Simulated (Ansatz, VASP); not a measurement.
**ZrC in VASP and in Ansatz**

```
Zr C
1.0
     0.00000    2.33304    2.33304
     2.33304    0.00000    2.33304
     2.33304    2.33304    0.00000
Zr C
1 1
Direct
  0.50000 0.50000 0.50000
  0.00000 0.00000 0.00000
```

Change from the starting cell: volume scaled by 0.96.

Alike in both runs: task single point; functional PBE; k mesh 10 × 10 × 10; occupations fermi-dirac, width 0.05 eV; no spin polarisation.

|  | VASP | Ansatz |
| --- | --- | --- |
| version | VASP 6.6.1 | Ansatz 0.2.0 |
| potentials or method | VASP PAW PBE potentials, release 64 (Zr_sv, C) | Ansatz PAW |
| plane-wave cutoff (eV) | 520 | 420 |
| valence electrons in the cell | 16 | 16 |

Ansatz gave:

```
gap on the k mesh at the Fermi level (eV) : none
pressure (GPa)                            : 6.4
```

Problem. What did VASP give for the same quantities?

Solution. gap on the k mesh at the Fermi level (eV): none; pressure (GPa): 6.7.

A gap of «none» marks a metal or a gap that the smearing closes.
